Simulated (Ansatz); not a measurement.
**SiO2: the band gap up the ladder of functionals**

An exercise on one series of results from a longer session: the logs are not shown, and one member is left open.

Program: Ansatz 0.2.0. PAW datasets, plane waves. Calculated at 0 K for a non-magnetic cell.

### The system as given

The cell was relaxed beforehand with r2SCAN.

It is tetragonal, P4_32_12 (No. 96); conventional cell a = 4.979 Å, c = 6.915 Å, 14.29 Å³ an atom. Near Si stand 4 O at 1.61 Å; near O stand 2 Si at 1.61 Å.

Structure file:

```cif
data_structure
_symmetry_space_group_name_H-M 'P 1'
_symmetry_Int_Tables_number 1
_cell_length_a 4.9792
_cell_length_b 4.9792
_cell_length_c 6.9150
_cell_angle_alpha 90.000
_cell_angle_beta 90.000
_cell_angle_gamma 90.000
_cell_volume 171.44
loop_
_atom_site_label
_atom_site_type_symbol
_atom_site_fract_x
_atom_site_fract_y
_atom_site_fract_z
_atom_site_occupancy
Si1 Si 0.80246 0.80246 0.50000 1
Si2 Si 0.69754 0.30246 0.25000 1
Si3 Si 0.19754 0.19754 0.00000 1
Si4 Si 0.30246 0.69754 0.75000 1
O1 O 0.26183 0.39074 0.81855 1
O2 O 0.10926 0.76183 0.56855 1
O3 O 0.73817 0.60926 0.31855 1
O4 O 0.89074 0.23817 0.06855 1
O5 O 0.76183 0.10926 0.43145 1
O6 O 0.60926 0.73817 0.68145 1
O7 O 0.23817 0.89074 0.93145 1
O8 O 0.39074 0.26183 0.18145 1
```

Set-up of the first run:

Contents of input.yaml:

```yaml
crystal:
  lattice:
    - [4.9791834864, 0.0, 0.0]
    - [0.0, 4.9791834864, 0.0]
    - [0.0, 0.0, 6.9149642955]
  atoms:
    - { symbol: Si, position: [0.8024550271, 0.8024550271, 0.5] }
    - { symbol: Si, position: [0.6975449729, 0.3024550271, 0.25] }
    - { symbol: Si, position: [0.1975449729, 0.1975449729, 0.0] }
    - { symbol: Si, position: [0.3024550271, 0.6975449729, 0.75] }
    - { symbol: O, position: [0.2618307318, 0.390735532, 0.8185481899] }
    - { symbol: O, position: [0.109264468, 0.7618307318, 0.5685481899] }
    - { symbol: O, position: [0.7381692682, 0.609264468, 0.3185481899] }
    - { symbol: O, position: [0.890735532, 0.2381692682, 0.0685481899] }
    - { symbol: O, position: [0.7618307318, 0.109264468, 0.4314518101] }
    - { symbol: O, position: [0.609264468, 0.7381692682, 0.6814518101] }
    - { symbol: O, position: [0.2381692682, 0.890735532, 0.9314518101] }
    - { symbol: O, position: [0.390735532, 0.2618307318, 0.1814518101] }
kpoints:
  mp_grid: { grid: [6, 6, 4] }
  band_path:
    path:
      - [[0.0, 0.0, 0.0], [1.969430976009e-52, 0.5, 7.890743177725e-34], [0.5, 0.5, 7.890743177725e-34], [0.0, 0.0, 0.0], [1.979285311798e-85, -2.863800421931e-50, 0.5], [1.969430976009e-52, 0.5, 0.5], [0.5, 0.5, 0.5], [1.979285311798e-85, -2.863800421931e-50, 0.5]]
      - [[1.969430976009e-52, 0.5, 7.890743177725e-34], [1.969430976009e-52, 0.5, 0.5]]
      - [[0.5, 0.5, 7.890743177725e-34], [0.5, 0.5, 0.5]]
    npoints: 10
hamiltonian:
  xc: pbe
scf:
  occupations: { method: fermi_dirac, width: 0.02 }
  n_extra_bands: 7
output:
  forces: true
  stress: true
  eigenvalues: true
  write_density: true
  write_potential: true
  elf: true
  volumetric_format: npy
```

Among the steps run: PBE bands along the symmetry lines; r2SCAN; HSE06; PBE0.

One table of the session follows, with a row left open; its other results are not shown here.

| level | gap (eV) |
| --- | --- |
| PBE | ? |
| r2SCAN | 6.35 |
| HSE06 | 7.51 |
| PBE0 | 8.28 |

Q: Estimate the row for PBE from the others.

**Answer.** gap (eV): 5.73. In the column «gap (eV)» it is the lowest.

Meshes: PBE 6×6×4, r2SCAN 6×6×4, HSE06 4×4×2, PBE0 4×4×2

PBE reaches 76 % of the HSE06 value, and r2SCAN 84 %. PBE0 lies 0.77 eV above HSE06, which differs from it by screening the long-range exchange.

Caveats from the session: Warnings in the runs' records: stress scf threshold loose, stress exchange threshold loose.
